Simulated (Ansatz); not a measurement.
Geometry optimisation in Ansatz: input, command and trajectory.

```yaml
crystal:
  lattice:
    - [2.8774947117, 2.8774947117, 0.0]
    - [-2.8774947117, 2.8774947117, 0.0]
    - [0.0, 0.0, 5.6118304825]
  atoms:
    - { symbol: Al, position: [0.5, 0.0, 0.25] }
    - { symbol: Al, position: [0.0, 0.5, 0.25] }
    - { symbol: Al, position: [0.0, 0.5, 0.75] }
    - { symbol: Al, position: [0.5, 0.0, 0.75] }
    - { symbol: Cu, position: [0.0, 0.0, 0.5] }
    - { symbol: Cu, position: [0.5, 0.5, 0.0] }
basis:
  ecutwfc: 420
kpoints:
  mp_grid: { grid: [10, 10, 6] }
hamiltonian:
  xc: pbesol
scf:
  occupations: { method: gaussian, width: 0.1 }
output:
  forces: true
  stress: true
  eigenvalues: true
relax:
  adjacent_minimum: "off"
  f_tol: 0.008
  max_steps: 40
  cell: { stress_tol: 0.015, fix: [c, angles] }
```

```bash
ansatz run input.yaml --threads 1 --pin off --max-ram 2560MiB --backend cpu --events-out ev --progress --plain --runs-dir out
```

Method: Ansatz, DFT PBEsol, scalar-relativistic, plane waves, PAW.

Of 4 frames 3 are shown, positions in Å and forces in eV/Å; the SCF threshold varies from step to step. Steps run on the plane waves of an earlier cell, with a Pulay correction in the pressure. The basis is chosen afresh for the last frame, the zero of the energies, and at times for earlier ones too; energy and pressure step there, also at an unchanged geometry.

```xyz
6
Lattice="2.8775 2.8775 0.0000 -2.8775 2.8775 0.0000 0.0000 0.0000 5.6118" Properties=species:S:1:pos:R:3:forces:R:3 pbc="T T T" step=1 free_energy_over_end_meV_per_atom=0.05 pressure_GPa=1.09
Al    1.4387    1.4387    1.4030    0.0000    0.0000    0.0000
Al   -1.4387    1.4387    1.4030    0.0000    0.0000    0.0000
Al   -1.4387    1.4387    4.2089    0.0000    0.0000    0.0000
Al    1.4387    1.4387    4.2089    0.0000    0.0000    0.0000
Cu    0.0000    0.0000    2.8059    0.0000    0.0000    0.0000
Cu    0.0000    2.8775    0.0000    0.0000    0.0000    0.0000
6
Lattice="2.8804 2.8804 0.0000 -2.8804 2.8804 0.0000 0.0000 0.0000 5.6118" Properties=species:S:1:pos:R:3:forces:R:3 pbc="T T T" step=2 free_energy_over_end_meV_per_atom=0.02 pressure_GPa=0.87
Al    1.4402    1.4402    1.4030    0.0000    0.0000    0.0000
Al   -1.4402    1.4402    1.4030    0.0000    0.0000    0.0000
Al   -1.4402    1.4402    4.2089    0.0000    0.0000    0.0000
Al    1.4402    1.4402    4.2089    0.0000    0.0000    0.0000
Cu    0.0000    0.0000    2.8059    0.0000    0.0000    0.0000
Cu    0.0000    2.8804    0.0000    0.0000    0.0000    0.0000
6
Lattice="2.8815 2.8815 0.0000 -2.8815 2.8815 0.0000 0.0000 0.0000 5.6118" Properties=species:S:1:pos:R:3:forces:R:3 pbc="T T T" step=4 free_energy_over_end_meV_per_atom=0.00 pressure_GPa=0.79
Al    1.4407    1.4407    1.4030    0.0000    0.0000    0.0000
Al   -1.4407    1.4407    1.4030    0.0000    0.0000    0.0000
Al   -1.4407    1.4407    4.2089    0.0000    0.0000    0.0000
Al    1.4407    1.4407    4.2089    0.0000    0.0000    0.0000
Cu    0.0000    0.0000    2.8059    0.0000    0.0000    0.0000
Cu    0.0000    2.8815    0.0000    0.0000    0.0000    0.0000
```

The run took 51 s on 1 thread of Intel(R) Xeon(R) Platinum 8259CL CPU @ 2.50GHz (Skylake/Cascade Lake), with other jobs on the host, peak memory 0.55 GiB.